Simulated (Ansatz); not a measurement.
This script drives the Ansatz DFT code, driven from Python.

`transition.py`:
```python
"""Pressure at which two phases of Mo cross."""

import ansatz as az
import numpy as np
import pandas as pd


def diamond(first, a):
    return az.Crystal.diamond(first, a=a)


def fcc(a_site, a):
    return (
        az.Lattice.fcc(a)
        .space_group(225)
        .atom(a_site, (0, 0, 0))
        .primitive()
    )


def compute(name, crystal, pressure=0.0):
    calc = (
        crystal.calculation()
        .functional("LDA")
        .basis(31 * az.Ry, xc_grid=2)
        .scf(self_checks="low")
        .kpoints(spacing=0.3)  # the mesh must be finer for metals
        .occupations("cold", width=0.1)  # the run then minimises F = E - TS
    )
    calc = calc.relax(force_tolerance=0.03, cell=True, pressure=pressure)
    return calc.run(threads=1)


def volume_per_atom(outcome):
    return abs(np.linalg.det(outcome.lattice.cell_ang)) / len(outcome.lattice.sites)


def main() -> None:
    phases = {}
    phases["diamond"] = diamond("Mo", 5.45)
    phases["fcc"] = fcc("Mo", 3.96)

    # enthalpy per atom at each pressure
    pressures = [0, 15, 30, 45]
    enthalpy, volume = {name: [] for name in phases}, {name: [] for name in phases}
    for p in pressures:
        for name, crystal in phases.items():
            o = compute(name, crystal, pressure=p)
            volume[name].append(volume_per_atom(o))
            enthalpy[name].append(o.report["energy_sigma0_ev"] / len(o.lattice.sites) + p * volume[name][-1] / 160.21766)
    gap = np.array(enthalpy["fcc"]) - np.array(enthalpy["diamond"])
    rows = [(p, va, vb, 1000 * d) for p, va, vb, d in zip(pressures, volume["diamond"], volume["fcc"], gap)]
    print(pd.DataFrame(rows, columns=["P (GPa)", "V diamond (A^3/atom)", "V fcc (A^3/atom)", "H(fcc) - H(diamond) (meV/atom)"]).round(4).to_string(index=False))
    crossings = [p0 - g0 * (p1 - p0) / (g1 - g0) for p0, p1, g0, g1 in zip(pressures, pressures[1:], gap, gap[1:]) if g0 * g1 < 0]
    print("crossing near", [round(float(p), 1) for p in crossings], "GPa") if crossings else print("no crossing in this range")


if __name__ == "__main__":
    main()
```

It is started by `python transition.py`. How long does it take on 1 thread of AMD EPYC 7R43 64-Core Processor (Zen 3), with other jobs on the host, and how much memory does it need?

It took about 38 s, with a peak of 0.43 GiB, for 8 runs of the engine.

```console
$ python transition.py
 P (GPa)  V diamond (A^3/atom)  V fcc (A^3/atom)  H(fcc) - H(diamond) (meV/atom)
       0               21.5670           15.2042                      -1936.0727
      15               19.5514           14.4616                      -2465.8592
      30               18.2497           13.8785                      -2905.2441
      45               17.2865           13.3835                      -3289.4969
no crossing in this range
```

Notes:
- The settings weren't tested for convergence.
- At a fixed pressure a relaxation lowers the enthalpy F + PV, while F alone can rise.
- For the metals among these phases the mesh is modest: differences between phases can be off by up to 40 meV an atom.
- Only these two structures are compared, at zero temperature and with their symmetry kept; either may be hypothetical, and another phase may be lower than both. Differences under about 40 meV an atom lie within the error of mesh and functional.
- The cells are prototypes set up for this calculation and needn't exist.

(Lines on the test bed's own set-up are left out of the output.)
